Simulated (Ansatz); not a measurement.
## Zone-centre phonons of AlNi at 3 GPa: input and output

Theory: Ansatz 0.2.0, DFT PBEsol, scalar-relativistic, plane waves, PAW.

Launched with:
```bash
ansatz run input.yaml --threads 1 --pin off --max-ram 3072MiB --backend cpu --events-out ev --progress --plain --runs-dir out
```

Input (bare energies are in eV):
```yaml
crystal:
  lattice:
    - [2.0128092461, -2.0128092461, 0.0]
    - [2.0128092461, 2.0128092461, 0.0]
    - [0.0, 0.0, 2.8487781784]
  atoms:
    - { symbol: Al, position: [0.0, 0.0, 0.0] }
    - { symbol: Ni, position: [0.5, 0.5, 0.5] }
basis:
  ecutwfc: 420
kpoints:
  mp_grid: { grid: [16, 16, 14] }
hamiltonian:
  xc: pbesol
scf:
  occupations: { method: fermi_dirac, width: 0.15 }
output:
  eigenvalues: true
phonons:
  method: dfpt
  eigenvectors: true
```

The end of the output:
```
--- Phonons (Γ-DFPT): 4 representative perturbations + reference, on 584 of 3584 k-points (Σ response iterations 12) ---
  k mesh reduced under 8 symmetry operations, with k and −k counted as one. Each operation leaves every solved displacement unchanged or reverses it
  ASR residual: 5.121e-4 → 0.000e0 eV/Å²; symmetrization residual: 1.046e-6 eV/Å²
  ASR residual per site (eV/Å²): 7.61e-5 5.12e-4
  Γ frequencies (cm⁻¹): 0.00 0.00 0.00 312.03 312.03 312.13
  non-analytic LO–TO correction: not included (Born effective charges unavailable; polar crystals: no LO–TO splitting at Γ)
```

The run took 36 s on 1 thread of Intel(R) Xeon(R) 6975P-C (Granite Rapids), with other jobs on the host, peak memory 0.9 GiB.

In a metal, frequencies and elastic constants depend on the k mesh and the smearing, soft modes and shear constants most. Spin polarisation was left out, and a magnetic state may lie lower.